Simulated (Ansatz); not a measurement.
ZrO2, space group Fm-3m: relaxations under a series of pressures, run with Ansatz 0.2.0, Python API.

`compress_zro2.py`
```python
"""Cell of ZrO2 under pressure."""

import warnings

import ansatz as az
import numpy as np

CUTOFF = 550
SMEARING = "fixed"

def edges_and_angles(cell):
    cell = np.asarray(cell)
    a, b, c = np.linalg.norm(cell, axis=1)
    cosines = cell[1] @ cell[2] / (b * c), cell[0] @ cell[2] / (a * c), cell[0] @ cell[1] / (a * b)
    return (a, b, c, *np.degrees(np.arccos(cosines)))


def main() -> None:
    warnings.simplefilter("ignore", az.DeckWarning)

    lattice = az.Lattice.of(
        (0.0, 2.535, 2.535),
        (2.535, 0.0, 2.535),
        (2.535, 2.535, 0.0),
    )
    sites = [
        ("Zr", (0.0, 0.0, 0.0)),
        ("O", (0.25, 0.25, 0.25)),
        ("O", (0.75, 0.75, 0.75)),
    ]
    structure = az.Crystal(lattice=lattice)
    for symbol, position in sites:
        structure = structure.atom(symbol, position)

    calculation = (
        structure.calculation()
        .pseudopotentials("paw")
        .basis(CUTOFF)
        .kpoints(6)
        .occupations(SMEARING)
    )

    # H = F + PV, with 1 GPa A^3 = 1/160.21766 eV
    rows = []
    for pressure in [-2, 0, 2, 5, 10]:
        res = calculation.relax(cell=True, pressure=pressure, max_steps=100).run(threads=1, backend="cpu")
        cell = res.lattice.cell_ang
        n_atoms = len(res.lattice.sites)
        volume = abs(np.linalg.det(cell)) / n_atoms
        enthalpy = res.report["free_energy_ev"] / n_atoms + pressure * volume / 160.21766
        rows.append((pressure, volume, enthalpy, *edges_and_angles(cell)))
        print(f"{pressure} GPa done: {volume:.4f} A^3/atom")

    print(" P (GPa)  V (A^3/atom)  H (eV/atom)     a       b       c")
    for row in rows:
        print("{:8.1f} {:12.4f} {:14.5f} {:7.4f} {:7.4f} {:7.4f}".format(*row[:6]))
    p, v = np.array([row[0] for row in rows], float), np.array([row[1] for row in rows])
    print("mean bulk modulus between rows (GPa):", np.round(-np.diff(p) / np.diff(np.log(v)), 1))


if __name__ == "__main__":
    main()
```

Its results, one of them left out:

| P (GPa) | relaxed V (Å³/atom) |
| --- | --- |
| -2 | 11.255 |
| 0 | 11.160 |
| 2 | 11.066 |
| 5 | 10.934 |
| 10 | ? |

What volume does the cell relax to at 10 GPa?

Murnaghan's form V = V0 (1 + B' P / B0)^(-1/B') through the 4 rows shown gives V0 = 11.159 Å³, B0 = 237.8 GPa and B' = 2.94, and so 10.725 Å³ an atom at 10 GPa. The run gave 10.732 Å³, 0.06 % away.

Spin is left out of this run. At a fixed pressure a relaxation lowers the enthalpy F + PV, while F alone can rise. Of the deposited cell: the entry's cell lengths or inner coordinates differ somewhat from later room-temperature determinations. This is a high-temperature or high-pressure form, not the ambient phase. No functional is typed, so the default, PBE, holds. The structure is a deposited one; some such entries were measured under pressure or heat, so a shift against it needn't be the functional's error alone. Symmetry holds the cell in this phase, whether or not it is the stable one at each pressure. Run time: 18 s on 1 thread of Arm Neoverse V1, on a shared host, peak memory 0.38 GiB.
